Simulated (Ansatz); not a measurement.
# HgTe: the cost of one run

Method: DFT PBE, scalar-relativistic, plane waves, PAW, in Ansatz 0.2.0.

## Step 1: The system as given

It takes space group F-43m (No. 216, cubic). The conventional cell has a = 6.429 Å, b = 6.429 Å, c = 6.429 Å, α = 90.00°, β = 90.00°, γ = 90.00°. Hg (site symmetry -43m) has 4 Te at 2.78 Å as nearest neighbours. Te (site symmetry -43m) is surrounded by 4 Hg at 2.78 Å.

Structure file:

```cif
data_structure
_symmetry_space_group_name_H-M 'P 1'
_symmetry_Int_Tables_number 1
_cell_length_a 4.5460
_cell_length_b 4.5460
_cell_length_c 4.5460
_cell_angle_alpha 60.000
_cell_angle_beta 60.000
_cell_angle_gamma 60.000
_cell_volume 66.43
loop_
_atom_site_label
_atom_site_type_symbol
_atom_site_fract_x
_atom_site_fract_y
_atom_site_fract_z
_atom_site_occupancy
Hg1 Hg 0.00000 0.00000 0.00000 1
Te1 Te 0.25000 0.25000 0.25000 1
```

The structure comes from the Crystallography Open Database.

(A quick probe on a coarse mesh, which set the mesh and smearing, is not shown.)

## Step 3: Full relaxation

input.yaml

```yaml
crystal:
  lattice:
    - [0.0, 3.2145, 3.2145]
    - [3.2145, 0.0, 3.2145]
    - [3.2145, 3.2145, 0.0]
  atoms:
    - { symbol: Hg, position: [0.0, 0.0, 0.0] }
    - { symbol: Te, position: [0.25, 0.25, 0.25] }
basis:
  ecutwfc: 420
kpoints:
  mp_grid: { grid: [12, 12, 12] }
hamiltonian:
  xc: pbe
scf:
  occupations: { method: gaussian, width: 0.1 }
output:
  forces: true
  stress: true
  eigenvalues: true
relax:
  adjacent_minimum: "off"
  f_tol: 0.005
  max_steps: 80
  cell: { stress_tol: 0.05 }
```

Started as:

```sh
ansatz run input.yaml --threads 2 --pin off --max-ram 5120MiB --backend cpu --events-out ev --progress --plain --runs-dir out
```

**Question.** How long does this run take on 2 threads of AMD EPYC 9R45 (Zen 5), shared host, and how much memory does it need?

About 7 s, with a peak of 0.53 GiB.
